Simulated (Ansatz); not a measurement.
## BN (P6_3/mmc), one atom moved over a plane

Method: DFT PBE, scalar-relativistic, plane waves, PAW (Ansatz 0.2.0). Settings: plane waves to 420 eV, k-mesh 12×12×4 (Γ-centred), Gaussian smearing 0.05 eV. No spin polarisation. Energies are free energies at this smearing, counted from the undisturbed cell; pressure is positive in compression.

Zero of the scan (as given, not relaxed at this level; it stands at 3.3 GPa):

```
CELL_PARAMETERS angstrom
2.50399 0.00000 0.00000
-1.25200 2.16852 0.00000
0.00000 0.00000 6.66120
ATOMIC_POSITIONS crystal
B 0.33333 0.66667 0.25000
B 0.66667 0.33333 0.75000
N 0.33333 0.66667 0.75000
N 0.66667 0.33333 0.25000
```

The cell holds layers and no dispersion correction was added, so their binding is poorly described.

Atom 1 (B) is moved by p along (1.000, 0.000, 0.000) and q along (0.000, 1.000, 0.000) (Å), all else fixed. Points are written (p, q).

Energy above the undisturbed cell in eV/cell (a dash: not computed):

```csv
p \ q,-0.300,-0.150,0.000,0.150,0.300
-0.300,5.82,3.50,1.94,1.52,2.58
-0.150,2.27,1.11,0.47,0.79,2.63
0.000,1.28,0.40,0.00,0.55,2.66
0.150,2.27,1.11,0.47,0.79,2.63
0.300,5.82,3.50,1.94,1.52,2.58
```

Pressure in GPa:

| p \ q | -0.300 | -0.150 | 0.000 | 0.150 | 0.300 |
| --- | --- | --- | --- | --- | --- |
| -0.300 | 52.9 | 34.3 | 21.0 | 17.4 | 27.4 |
| -0.150 | 24.1 | 13.5 | 7.6 | 10.6 | 27.2 |
| 0.000 | 15.1 | 6.9 | 3.3 | 8.4 | 27.2 |
| 0.150 | 24.1 | 13.5 | 7.6 | 10.6 | 27.2 |
| 0.300 | 52.9 | 34.3 | 21.0 | 17.4 | 27.4 |

Gap on the k-mesh in eV:

```
 p \ q  -0.300  -0.150  0.000  0.150  0.300
-0.300    2.93    2.44   2.09   1.82   1.74
-0.150    1.95    2.78   3.48   2.76   2.09
 0.000    2.06    3.60   4.29   3.48   2.38
 0.150    1.95    2.78   3.48   2.76   2.09
 0.300    2.93    2.44   2.09   1.82   1.74
```

Cost: 15 runs of about 2.2 core-minutes in all, on AMD EPYC 7R43 (Zen 3) (shared hosts).